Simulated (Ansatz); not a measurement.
# Does disorder add resistance in series? Ag(111) layers with 50 % Ru

Two lengths of the disordered region are known. What area resistance does the third give?

**Method.** Ansatz 0.2.0, plane waves with PAW datasets at their recommended cutoffs (420 eV for most), Fermi-Dirac smearing; ballistic transmission by layer matching. The area resistance is RA = A (h/2e²)(1/T − 1/N), with T the zone-mean transmission per spin and N the lead's channels, both averaged over a few energies near the Fermi level; for magnets each spin is taken apart, with h/e², and the two conduct in parallel. Lateral cell 2x2, PBE, a fresh random draw for each length.

The runs, with one result withheld:

| length (Å) | channels N | RA (fΩ m²) |
| --- | --- | --- |
| 9.44 | 3.266 | 1.68 |
| 18.9 | 3.266 | 3.65 |
| 28.3 | 3.266 | ? |

**Estimate by hand.**

Ohm's law makes RA linear in the length: the slope is (3.65 − 1.68)/(18.9 − 9.44) = 0.209 fΩ m² per Å, or 209 µΩ cm. Then 3.65 + 0.209 × 9.44. Predicted: 5.62 fΩ m².

**The withheld run.**

4.10 fΩ m², so the prediction is 37 % too high. The three lengths together give 128 µΩ cm. Single draws scatter; these runs don't part the causes of the miss, and leave the question open.

**Limits.** The scatterers repeat sideways with the small cell. The slope is a raw one; a model of isotropic scattering puts it 1.00 times the bulk value over these lengths. Atoms sit unrelaxed on the host's lattice, and the pair may not mix at random in practice.
